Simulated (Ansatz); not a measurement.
# GaN (P6_3mc): equation of state

One table from this session's results is given with a row withheld; the runs are named, their logs left out.

The COD entry's cell or inner coordinates are ideal or old and differ from later refinements, so a difference from it is no clean test against experiment.

Method: DFT PBEsol, scalar-relativistic, plane waves, PAW, in Ansatz 0.2.0.

1 further run of the same task is left out (it didn't finish).

## The structure to begin with

It takes space group P6_3mc (No. 186, hexagonal). The conventional cell has a = 3.183 Å, b = 3.183 Å, c = 5.185 Å, α = 90.00°, β = 90.00°, γ = 120.00°. Ga (site symmetry 3m) is surrounded by 4 N at 1.95 Å. Around N (site symmetry 3m) lie 4 Ga at 1.95 Å.

Coordinates:

```
Ga N
1.0
     3.18274    0.00000    0.00000
    -1.59137    2.75633    0.00000
     0.00000    0.00000    5.18541
Ga N
2 2
Direct
  0.33333 0.66667 0.99919
  0.66667 0.33333 0.49919
  0.33333 0.66667 0.37581
  0.66667 0.33333 0.87581
```

This cell comes from an earlier session at PBEsol: 11.372 Å³/atom at -0.02 GPa, on a 12×12×6 mesh.

Volume factors to run: 0.980, 1.020, 0.960, 1.040.

Set-up of the first run:

input.yaml reads:

```yaml
crystal:
  lattice:
    - [3.1613786235, 1.0e-10, 0.0]
    - [-1.5806893118, 2.7378341989, 0.0]
    - [0.0, 0.0, 5.1506040476]
  atoms:
    - { symbol: Ga, position: [0.3333333333, 0.6666666667, -0.0008066015] }
    - { symbol: Ga, position: [0.6666666667, 0.3333333333, 0.4991933985] }
    - { symbol: "N", position: [0.3333333333, 0.6666666667, 0.3758066015] }
    - { symbol: "N", position: [0.6666666667, 0.3333333333, 0.8758066015] }
basis:
  ecutwfc: 420
  ecutrho_ratio: 4
kpoints:
  mp_grid: { grid: [12, 12, 6] }
hamiltonian:
  xc: pbesol
scf:
  occupations: { method: gaussian, width: 0.05 }
output:
  forces: true
  stress: true
  eigenvalues: true
relax:
  f_tol: 0.01
  max_steps: 40
  cell: { stress_tol: 0.1, fix: [volume] }
```

Steps of the session up to this table: At 0.980 of the relaxed volume; Scaling the volume by 1.020; Volume × 0.960; At 1.040 of the relaxed volume.

One table of the session follows, with a row left open; its other results are not shown here.

| volume (Å³/atom) | energy (meV/atom) | pressure (GPa) | gap (eV) |
| --- | --- | --- | --- |
| 10.918 | 11.46 | 8.40 | 2.14 |
| 11.145 | 2.74 | 3.96 | 2.01 |
| 11.372 | 0.00 | -0.02 | 1.87 |
| 11.600 | ? | ? | ? |
| 11.827 | 10.02 | -6.80 | 1.62 |

**Question.** Estimate the row for volume (Å³/atom) = 11.600.

Worked estimate for «energy (meV/atom)». A straight line through the neighbours (11.372, 0.00) and (11.827, 10.02) gives 0.00 + (10.02 − 0.00) × (11.600 − 11.372) / (11.827 − 11.372) = 5.02; a parabola fitted to 3 rows on both sides gives 2.43.

The run gave: energy (meV/atom): 2.60; pressure (GPa): -3.59; gap (eV): 1.74. In «energy (meV/atom)» the line misses by +2.42 and the parabola by -0.17.

volume (Å³/atom), energy (meV/atom) and a bar:
```
    10.92       11.5 ##############################
    11.15        2.7 #######
    11.37        0.0 
    11.60        2.6 #######
    11.83       10.0 ##########################
```
